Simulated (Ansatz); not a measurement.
# AlN: a line through an energy map

Aim: follow the energy of AlN (Fm-3m, No. 225; 4 atoms in the cell) along one coordinate, equal normal strain along x, y and z, with the other held at amplitude of mode 4 (319 cm⁻¹) = −0.071 Å.

Program: Ansatz 0.2.0. Level of theory: DFT PBE, scalar-relativistic, plane waves, PAW. These are calculated values, not measurements.

10 further runs of the same task are left out: 10 set aside as unsound or not needed.

### 1 The starting structure

The structure is cubic, space group Fm-3m (No. 225). The conventional cell has a = 4.071 Å, b = 4.071 Å, c = 4.071 Å, α = 90.00°, β = 90.00°, γ = 90.00°. Around Al (site symmetry m-3m) lie 6 N at 2.04 Å. N (site symmetry m-3m) is surrounded by 6 Al at 2.04 Å.

Structure file:

```
CELL_PARAMETERS angstrom
0.00000 2.03532 2.03532
2.03532 0.00000 2.03532
2.03532 2.03532 0.00000
ATOMIC_POSITIONS crystal
Al 0.50000 0.50000 0.50000
N 0.00000 0.00000 0.00000
```

It goes back to an entry of the Materials Project, which need not be the stable form.

It is the result of an earlier relaxation at this level (volume 8.43 Å³/atom; gap on the mesh: 4.43 eV).

### 2 What is varied

The energy is mapped over a normal mode and a strain (zone-centre modes of the cell shown, which folds in the wave vector (0, 1/2, 1/2) of the primitive cell) (x along [1 0 0], y along [0 1 0], z along [0 0 1] of the conventional cell).

The axes are (1) amplitude of mode 4 (319 cm⁻¹), largest displacement in the unstrained cell: 11 values from −0.118 Å; (2) equal normal strain along x, y and z: 7 values from −2.50 %.

Nothing else is relaxed (the pattern is fixed in fractional coordinates). Energies count from the relaxed high-symmetry cell. Points are written as (first, second).

The modes come from a phonon run on the reference cell, made beforehand.

Displacement patterns for an amplitude of 1 (Å):

```tsv
atom	x1	y1	z1
Al1	0.000	1.000	0.000
Al2	0.000	-1.000	0.000
N3	0.000	-0.363	0.000
N4	0.000	0.363	0.000
```

### 3 Point (−0.071 Å, −2.50 %)

input.yaml

```yaml
crystal:
  lattice:
    - [0.0, -1.9844337052, -1.9844337052]
    - [0.0, 1.9844337052, -1.9844337052]
    - [3.9688674103, 0.0, 0.0]
  atoms:
    - { symbol: Al, position: [0.5173928713, 0.4826071287, 0.0] }
    - { symbol: Al, position: [-0.0173928713, 0.0173928713, 0.5] }
    - { symbol: "N", position: [0.4936900135, 0.5063099865, 0.5] }
    - { symbol: "N", position: [0.0063099865, 0.9936900135, 0.0] }
basis:
  ecutwfc: 520.0
kpoints:
  mp_grid: { grid: [8, 8, 6] }
hamiltonian:
  xc: pbe
  pseudopotentials: { kind: paw }
scf:
  occupations: { method: gaussian, width: 0.05 }
output:
  forces: true
  stress: true
  eigenvalues: true
```

Started as:

```sh
$ ansatz run input.yaml --threads 1 --pin off --max-ram 2048MiB --backend cpu --events-out ev --progress --plain --runs-dir out
```

The session goes on with these runs: the other points of the line.

**Question.** What will these runs give? Wanted: for each run, equal normal strain along x, y and z; energy; slope; pressure; largest force on an atom.

The runs gave:

```
equal normal strain along x, y and z (%)  step  energy (meV)  slope (meV per %)  pressure (GPa)  band gap on the k-mesh (eV)  largest force on an atom (eV/Å)
                                   −2.50     3           223               −137            22.8                         5.15                             0.90
                                   −1.67     4           129                −89            14.6                         4.90                             0.84
                                   −0.83     –            74                −44             7.1                         4.65                             0.78
                                    0.00     5            54                 −3             0.5                         4.41                             0.72
                                    0.83     6            68                 35            −5.5                         4.17                             0.67
                                    1.67     7           113                 71           −10.9                         3.95                             0.62
                                    2.50     8           186                104           −15.6                         3.73                             0.58
```

Energies count from the relaxed high-symmetry cell. Rows without a step come from runs not printed here or follow by symmetry. Slopes come from the forces (and the stress, where the cell changes), not from differences of energies.

In words: The lowest point of the line is at 0.00 %, 54 meV from the zero. A fit to energies and slopes at the lowest point and its two neighbours puts the minimum at 0.062 %, with a curvature of about 47 meV per %². The well is lopsided: two grid steps out, the energy rises by 75 meV towards smaller values and 58 meV towards larger ones. The highest point computed, at −2.50 %, lies 168 meV above the lowest. This is one cut through a surface in two coordinates; the map's lowest point lies off it.

The gaps are Kohn-Sham values of a semilocal functional, not quasiparticle or optical gaps. Such gaps usually fall short of the measured ones.
